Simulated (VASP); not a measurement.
# Fe (Im-3m) in VASP: further runs, part 2 of 2

VASP 6.6.1. The steps go on from the part before.

### Step 4. Relaxation of cell and atoms, r2SCAN+rVV10, collinear spin, ferromagnetic start

The input, INCAR:

```
PREC = Accurate ; ENCUT = 600
EDIFF = 1E-7 ; ISMEAR = 1
SIGMA = 0.1 ; LREAL = False
LASPH = True ; NELM = 120
ALGO = Normal ; ISIF = 3
LWAVE = False ; LCHARG = False
ISPIN = 2 ; MAGMOM = 2.5
LORBIT = 11 ; LMAXMIX = 4
METAGGA = R2SCAN ; LMIXTAU = True
LUSE_VDW = True ; IVDW_NL = 2
BPARAM = 11.95 ; CPARAM = 0.0093
IBRION = 2 ; NSW = 40
EDIFFG = -0.005
```

The input, KPOINTS:

```
regular mesh
0
Gamma
  20 20 20
```

The input, POSCAR:

```
Fe
1.0
   -1.3950000000      1.3950000000      1.3950000000
    1.3950000000     -1.3950000000      1.3950000000
    1.3950000000      1.3950000000     -1.3950000000
Fe
1
Direct
    0.0000000000      0.0000000000      0.0000000000
```

Potentials or basis: VASP PAW PBE potentials, release 64 (Fe).

Command:

```
$ cat potpaw_PBE.64/Fe/POTCAR > POTCAR
$ mpirun -np 1 vasp_std > vasp.out
```

OUTCAR:

```text
PREC = Accurate
   ENCUT = 600
   EDIFF = 1E-7
   ISMEAR = 1
   LREAL = False
   LASPH = True
   NELM = 120
   ISIF = 3
   ISPIN = 2
   LORBIT = 11
   METAGGA = R2SCAN
   IVDW_NL = 2
   BPARAM = 11.95
   IBRION = 2
   NSW = 40
   EDIFFG = -0.005

 ion  position               nearest neighbor table
   1  0.000  0.000  0.000-

  LATTYP: Found a body centered cubic cell.
 ALAT       =     2.7900000000

  Lattice vectors:

 A1 = (  -1.3950000000,   1.3950000000,   1.3950000000)
 A2 = (   1.3950000000,  -1.3950000000,   1.3950000000)
 A3 = (   1.3950000000,   1.3950000000,  -1.3950000000)

Analysis of symmetry for initial positions (statically):
=====================================================================
 Subroutine PRICEL returns:
 Original cell was already a primitive cell.

 Routine SETGRP: Setting up the symmetry group for a
 body centered cubic supercell.

 Subroutine GETGRP returns: Found 48 space group operations
 (whereof 48 operations were pure point group operations)
 out of a pool of 48 trial point group operations.

The static configuration has the point symmetry O_h .

Analysis of symmetry for dynamics (positions and initial velocities):
=====================================================================
[... 184 lines left out ...]
  external PRESSURE =     146.2043840 kB  Pullay stress =       0.0000000 kB
[... 57 lines left out ...]
--------------------------------------- Ionic step        3  -------------------------------------------

 number of electron       8.0000000 magnetization       2.6477945

 Free energy of the ion-electron system (eV)
  ---------------------------------------------------
  ext. energy  EPLUGINS =         0.00000000
  ---------------------------------------------------
  free energy    TOTEN  =       -14.17860224 eV

  energy without entropy =      -14.17885036  energy(sigma->0) =      -14.17868495

 E-fermi :   5.5437     XC(G=0): -14.1003

 val. band max:        5.5430122958   @ k =  -0.2500   0.2500   0.1500
 cond. band min:       5.5466888455   @ k =   0.1000   0.1000   0.0000
 fundamental gap:      0.0036765497
 Fermi energy:         5.5436746734

 spin component 1

 k-point     1 :       0.0000    0.0000    0.0000
  band No.  band energies     occupation
      1      -3.0084      1.00000
      2       2.4755      1.00000
      3       2.4755      1.00000
      4       2.4756      1.00000
      5       3.6997      1.00000
      6       3.6997      1.00000
      7      31.2801      0.00000
      8      31.2801      0.00000
      9      31.2801      0.00000
[... 265 lines left out ...]
 k-point    24 :       0.2500    0.1000    0.0000
  band No.  band energies     occupation
      1       0.0395      1.00000
      2       1.8227      1.00000
      3       2.4213      1.00000
      4       3.5190      1.00000
      5       3.8800      1.00000
      6       4.4937      1.00000
      7      19.2096      0.00000
      8      23.9304      0.00000
      9      27.3861      0.00000

 [... further k-points ...]

 spin component 2

 k-point     1 :       0.0000    0.0000    0.0000
  band No.  band energies     occupation
      1      -3.6278      1.00000
      2       5.9008     -0.00000
      3       5.9008     -0.00000
      4       5.9008     -0.00000
      5       8.1251      0.00000
      6       8.1251      0.00000
      7      30.9162      0.00000
      8      30.9162      0.00000
      9      30.9162      0.00000
[... 304 lines left out ...]
  FREE ENERGIE OF THE ION-ELECTRON SYSTEM (eV)
  ---------------------------------------------------
  free  energy   TOTEN  =       -14.1786022413 eV

  energy  without entropy=      -14.1788503566  energy(sigma->0) =      -14.17868495

 reached required accuracy - stopping structural energy minimisation

 total charge

# of ion       s       p       d       tot
------------------------------------------
    1        0.483   0.559   6.175   7.217

 magnetization (x)

# of ion       s       p       d       tot
------------------------------------------
    1       -0.012  -0.118   2.844   2.714
```

CONTCAR:

```text
Fe
   1.00000000000000
    -1.4286562833003242    1.4286562833003242    1.4286562833003242
     1.4286562833003242   -1.4286562833003242    1.4286562833003242
     1.4286562833003242    1.4286562833003242   -1.4286562833003242
  Fe
     1
Direct
     0.0000000000000000    0.0000000000000000    0.0000000000000000

  0.00000000E+00  0.00000000E+00  0.00000000E+00
```

Run time: 8.1 min. Hardware: 1 thread of Intel Xeon Platinum 8488C (Sapphire Rapids), shared host; peak memory 0.24 GiB.

Results:

| Item | Value |
| --- | --- |
| Free energy | -14.1786 eV |
| Relaxed volume | 11.66 Å³/atom |
| Relaxed cell | a = 2.475 Å, b = 2.475 Å, c = 2.475 Å, α = 109.47°, β = 109.47°, γ = 109.47° |
| Space group after relaxing (to 0.05 Å) | Im-3m (No. 229) |
| Energy gained by relaxing | 36.4 meV/atom |
| Ionic steps | 3 |
| Pressure after relaxing | 0.0 GPa |
| Band gap on the k mesh | none (metal or under the smearing width) |
| Net moment | 2.65 μB per cell |
| Site moments | Fe +2.71 μB |
| Valence electrons inside the program's atomic spheres | Fe 7.22 |

The path:
```csv
step,energy change (eV),largest force (eV/Å),pressure (GPa),volume (Å³)
1,0.0000,0.0000,14.62,10.86
2,-0.0034,0.0000,-11.36,12.49
3,-0.0364,0.0000,0.01,11.66
```

Final structure:
```
Fe
1.0
    -1.42866    1.42866    1.42866
     1.42866   -1.42866    1.42866
     1.42866    1.42866   -1.42866
Fe
1
Direct
  0.00000 0.00000 0.00000
```

Caveat: the PAW data sets were made with another functional, which shifts forces and pressure a little.

### Step 5. Electrostatic potential, r2SCAN+rVV10, collinear spin, ferromagnetic start

This run uses another cell than the first one, of 11.66 Å³/atom, 1.074 times its volume.

The input, INCAR:

```
SYSTEM = Fe
ALGO = Normal
BPARAM = 11.95
CPARAM = 0.0093
EDIFF = 1E-7
ENCUT = 520
ISIF = 2
ISMEAR = 1
ISPIN = 2
IVDW_NL = 2
LASPH = .TRUE.
LCHARG = .TRUE.
LMAXMIX = 4
LMIXTAU = .TRUE.
LORBIT = 11
LREAL = .FALSE.
LUSE_VDW = .TRUE.
LVHAR = .TRUE.
LWAVE = .FALSE.
MAGMOM = 2.5
METAGGA = R2SCAN
NELM = 150
PREC = Accurate
SIGMA = 0.1
```

The input, KPOINTS:

```
k-points
0
G
  20 20 20
  0 0 0
```

The input, POSCAR:

```
Fe                                      
1.0
   -1.4286562833      1.4286562833      1.4286562833
    1.4286562833     -1.4286562833      1.4286562833
    1.4286562833      1.4286562833     -1.4286562833
  Fe            
     1
Direct
     0.0000000000000000    0.0000000000000000    0.0000000000000000
```

Potentials or basis: VASP PAW PBE potentials, release 64 (Fe).

Command:

```
$ cat potpaw_PBE.64/Fe/POTCAR > POTCAR
$ mpirun -np 1 vasp_std > vasp.out
```

OUTCAR:

```text
SYSTEM = Fe
   BPARAM = 11.95
   EDIFF = 1E-7
   ENCUT = 520
   ISIF = 2
   ISMEAR = 1
   ISPIN = 2
   IVDW_NL = 2
   LASPH = .TRUE.
   LORBIT = 11
   LREAL = .FALSE.
   METAGGA = R2SCAN
   NELM = 150
   PREC = Accurate

 ion  position               nearest neighbor table
   1  0.000  0.000  0.000-

  LATTYP: Found a body centered cubic cell.
 ALAT       =     2.8573125666

  Lattice vectors:

 A1 = (  -1.4286562833,   1.4286562833,   1.4286562833)
 A2 = (   1.4286562833,  -1.4286562833,   1.4286562833)
 A3 = (   1.4286562833,   1.4286562833,  -1.4286562833)

Analysis of symmetry for initial positions (statically):
=====================================================================
 Subroutine PRICEL returns:
 Original cell was already a primitive cell.

 Routine SETGRP: Setting up the symmetry group for a
 body centered cubic supercell.

 Subroutine GETGRP returns: Found 48 space group operations
 (whereof 48 operations were pure point group operations)
 out of a pool of 48 trial point group operations.

The static configuration has the point symmetry O_h .

Analysis of symmetry for dynamics (positions and initial velocities):
=====================================================================
 Subroutine PRICEL returns:
 Original cell was already a primitive cell.

 Routine SETGRP: Setting up the symmetry group for a
 body centered cubic supercell.

 Subroutine GETGRP returns: Found 48 space group operations
 (whereof 48 operations were pure point group operations)
 out of a pool of 48 trial point group operations.

The dynamic configuration has the point symmetry O_h .

Analysis of structural, dynamic, and magnetic symmetry:
=====================================================================
 Subroutine PRICEL returns:
 Original cell was already a primitive cell.

 Routine SETGRP: Setting up the symmetry group for a
 body centered cubic supercell.

 Subroutine GETGRP returns: Found 48 space group operations
 (whereof 48 operations were pure point group operations)
 out of a pool of 48 trial point group operations.

The overall configuration has the point symmetry O_h .

[... 151 lines left out ...]
 fundamental gap:      0.0035610925
 Fermi energy:         5.5438076414

 spin component 1

 k-point     1 :       0.0000    0.0000    0.0000
  band No.  band energies     occupation
      1      -3.0084      1.00000
      2       2.4755      1.00000
      3       2.4756      1.00000
      4       2.4756      1.00000
      5       3.6997      1.00000
      6       3.6997      1.00000
      7      31.2800      0.00000
      8      31.2801      0.00000
      9      31.2801      0.00000
[... 265 lines left out ...]
 k-point    24 :       0.2500    0.1000    0.0000
  band No.  band energies     occupation
      1       0.0395      1.00000
      2       1.8227      1.00000
      3       2.4213      1.00000
      4       3.5190      1.00000
      5       3.8800      1.00000
      6       4.4937      1.00000
      7      19.2095      0.00000
      8      23.9304      0.00000
      9      27.3860      0.00000

 [... further k-points ...]

 spin component 2

 k-point     1 :       0.0000    0.0000    0.0000
  band No.  band energies     occupation
      1      -3.6288      1.00000
      2       5.9010     -0.00000
      3       5.9010     -0.00000
      4       5.9010     -0.00000
      5       8.1259      0.00000
      6       8.1259      0.00000
      7      30.9155      0.00000
      8      30.9156      0.00000
      9      30.9156      0.00000
[... 265 lines left out ...]
 k-point    24 :       0.2500    0.1000    0.0000
  band No.  band energies     occupation
      1       0.0638      1.00000
      2       4.9046      1.00000
      3       5.0398      1.00000
      4       7.6683      0.00000
      5       8.0009      0.00000
      6       8.3793      0.00000
      7      20.3499      0.00000
      8      24.5645      0.00000
      9      28.6671      0.00000

 [... further k-points ...]

------------------------ aborting loop because EDIFF is reached ----------------------------------------

  FORCE on cell =-STRESS in cart. coord.  units (eV):
  Direction    XX          YY          ZZ          XY          YZ          ZX
  --------------------------------------------------------------------------------------
  -------------------------------------------------------------------------------------
  Total        0.0069062      0.0069062      0.0069062      0.0000000     -0.0000000     -0.0000000
  in kB        0.9486454      0.9486454      0.9486454      0.0000000     -0.0000000     -0.0000000
  external PRESSURE =       0.9486454 kB  Pullay stress =       0.0000000 kB

 VOLUME and BASIS-vectors are now :
 -----------------------------------------------------------------------------
  energy-cutoff  :      520.00
  volume of cell :       11.66
      direct lattice vectors                 reciprocal lattice vectors
    -1.428656283  1.428656283  1.428656283     0.000000000  0.349979212  0.349979212
     1.428656283 -1.428656283  1.428656283     0.349979212  0.000000000  0.349979212
     1.428656283  1.428656283 -1.428656283     0.349979212  0.349979212  0.000000000

 POSITION                                       TOTAL-FORCE (eV/Angst)
 -----------------------------------------------------------------------------------
      0.00000      0.00000      0.00000         0.000000      0.000000      0.000000
 -----------------------------------------------------------------------------------
    total drift:                                0.000000      0.000000      0.000000

  FREE ENERGIE OF THE ION-ELECTRON SYSTEM (eV)
  ---------------------------------------------------
  free  energy   TOTEN  =       -14.1787961313 eV

  energy  without entropy=      -14.1790439815  energy(sigma->0) =      -14.17887875

 total charge

# of ion       s       p       d       tot
------------------------------------------
    1        0.483   0.559   6.174   7.217

 magnetization (x)

# of ion       s       p       d       tot
------------------------------------------
    1       -0.012  -0.118   2.844   2.714
```

OSZICAR:

```text
N       E                     dE             d eps       ncg     rms          rms(c)
DAV:   1     0.119365532582E+02    0.11937E+02   -0.42031E+03  9440   0.110E+03
DAV:   2    -0.153647464644E+02   -0.27301E+02   -0.25568E+02  9340   0.137E+02
DAV:   3    -0.157532865790E+02   -0.38854E+00   -0.38707E+00 10395   0.230E+01
DAV:   4    -0.157554954056E+02   -0.22088E-02   -0.22087E-02 10062   0.160E+00
DAV:   5    -0.157555209078E+02   -0.25502E-04   -0.25503E-04  9922   0.154E-01    0.121E+01
DAV:   6    -0.140720588588E+02    0.16835E+01   -0.23738E+01  9797   0.780E+01    0.932E+00
DAV:   7    -0.141545911486E+02   -0.82532E-01   -0.36716E+00 10541   0.262E+01    0.517E+00
DAV:   8    -0.141778445301E+02   -0.23253E-01   -0.97600E-02 10277   0.301E+00    0.238E+00
DAV:   9    -0.141718695340E+02    0.59750E-02   -0.13327E-01 10925   0.400E+00    0.103E+00
DAV:  10    -0.141783605081E+02   -0.64910E-02   -0.17234E-02 10306   0.153E+00    0.339E-01
DAV:  11    -0.141788800326E+02   -0.51952E-03   -0.10024E-03 10123   0.425E-01    0.129E-01
DAV:  12    -0.141788028434E+02    0.77189E-04   -0.32247E-04 10908   0.263E-01    0.676E-02
DAV:  13    -0.141787977958E+02    0.50476E-05   -0.25492E-06  9928   0.200E-02    0.545E-02
DAV:  14    -0.141787988319E+02   -0.10361E-05   -0.31107E-05 10366   0.505E-02    0.116E-02
DAV:  15    -0.141787960363E+02    0.27956E-05   -0.21871E-06 10415   0.203E-02    0.213E-03
DAV:  16    -0.141787961313E+02   -0.95038E-07   -0.46127E-08  4826   0.230E-03
   1 F= -.14178796E+02 E0= -.14178879E+02  d E =0.247850E-03  mag=     2.6478
```

stdout:

```text
POSCAR found type information on POSCAR Fe
 POSCAR found :  1 types and       1 ions
 scaLAPACK will be used
 -----------------------------------------------------------------------------
|                                                                             |
|                                                                             |
[... 32 lines left out ...]
Total rVV10 correction in eV:      0.1803421     9.9637554
Total rVV10 correction in eV:      0.1804902     9.9637554
Total rVV10 correction in eV:      0.1804959     9.9637554
Total rVV10 correction in eV:      0.1805470     9.9637554
Total rVV10 correction in eV:      0.1805398     9.9637554
Total rVV10 correction in eV:      0.1805377     9.9637554
Total rVV10 correction in eV:      0.1805372     9.9637554
Total rVV10 correction in eV:      0.1805378     9.9637554
```

Run time: 2.8 min. Hardware: 1 thread of Intel Xeon Platinum 8488C (Sapphire Rapids), shared host; peak memory 0.21 GiB.

What came out:

```
Free energy                                           : -14.1788 eV
Pressure                                              : 0.1 GPa
Band gap on the k mesh                                : none (metal or under the smearing width)
Net moment                                            : 2.65 μB per cell
Site moments                                          : Fe +2.71 μB
Valence electrons inside the program's atomic spheres : Fe 7.22
```

Levels at points of the mesh, in eV from the Fermi level:
Spin up:
| k point | band 1 | band 2 | band 3 | band 4 | band 5 | band 6 | band 7 | band 8 | band 9 |
| --- | --- | --- | --- | --- | --- | --- | --- | --- | --- |
| (0.00, 0.00, 0.00) | -8.55 | -3.07 | -3.07 | -3.07 | -1.84 | -1.84 | 25.74 | 25.74 | 25.74 |
| (0.50, 0.00, 0.00) | -5.40 | -4.07 | -1.80 | -1.68 | -0.50 | 0.56 | 6.97 | 18.87 | 20.36 |
| (0.50, 0.50, 0.50) | -5.34 | -5.34 | -0.76 | -0.76 | -0.76 | 10.01 | 10.01 | 10.01 | 15.61 |
Spin down:
```
           k point  band 1  band 2  band 3  band 4  band 5  band 6  band 7
(0.00, 0.00, 0.00)   -9.17    0.36    0.36    0.36    2.58    2.58   25.37
(0.50, 0.00, 0.00)   -3.55   -1.07   -0.01    2.41    2.88    3.44    9.26
(0.50, 0.50, 0.50)   -2.72   -2.72    3.13    3.13    3.13   10.37   10.37
```

Caveat: the PAW data sets were made with another functional, which shifts forces and pressure a little.

### Step 6. The runs side by side

```csv
task,cell,cutoff (eV),gap on the mesh (eV),pressure (GPa),moment (μB)
relaxation of cell and atoms,relaxed,600,none,0.0,2.65
electrostatic potential,"Im-3m, 11.67 Å³/atom",520,none,0.1,2.65
electrostatic potential,"Im-3m, 11.66 Å³/atom",520,none,0.1,2.65
```

Alike in all rows: level r2SCAN+rVV10; potentials or basis VASP PAW PBE potentials, release 64 (Fe); spin collinear, ferromagnetic start; k mesh 20 × 20 × 20; smearing methfessel-paxton 0.1 eV.

Caveats: the PAW data sets were made with another functional, which shifts forces and pressure a little.

Absolute energies hang on the potentials; compare differences alone.
